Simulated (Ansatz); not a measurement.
The system is Ni.

```
Ni
1.0
     2.44802    0.00000    0.00000
    -1.22401    2.12005    0.00000
     0.00000    0.00000    4.07281
Ni
2
Direct
  0.66667 0.33333 0.75000
  0.33333 0.66667 0.25000
```

This isn't the form of Ni at room conditions, which is fcc.

Base run:

```yaml
Program: Ansatz 0.2.0
Functional: PBEsol
Potentials_or_basis: all-electron LAPW, scalar-relativistic
Cutoff: 323 eV
Density_cutoff: 1290 eV
Basis_error_allowed: 0.001 eV/atom
k_mesh: 12 × 12 × 7
Occupations: fermi-dirac, width 0.05 eV
Spin: collinear spin, ferromagnetic start
Starting_moments: "[1.0, 1.0] μB"
```

Its results: pressure -3.0 GPa; net moment 1.30 μB per cell; site moments Ni +0.68 μB.

Question: After a change of settings the same cell gave: pressure -11.0 GPa; net moment 1.24 μB per cell; site moments Ni +0.64 μB. Which change was it?
A. functional from PBEsol to LDA
B. spin from collinear spin, ferromagnetic start to collinear spin, antiferromagnetic start; moments at the start from [1.0, 1.0] to [1.0, -1.0]
C. spin from collinear spin, ferromagnetic start to collinear spin, ferrimagnetic start; moments at the start from [1.0, 1.0] to [1.0, -0.5]

Answer: A.

LDA binds more tightly than PBEsol, so the same cell stands under less pressure.

Not every run made on this cell is shown here.
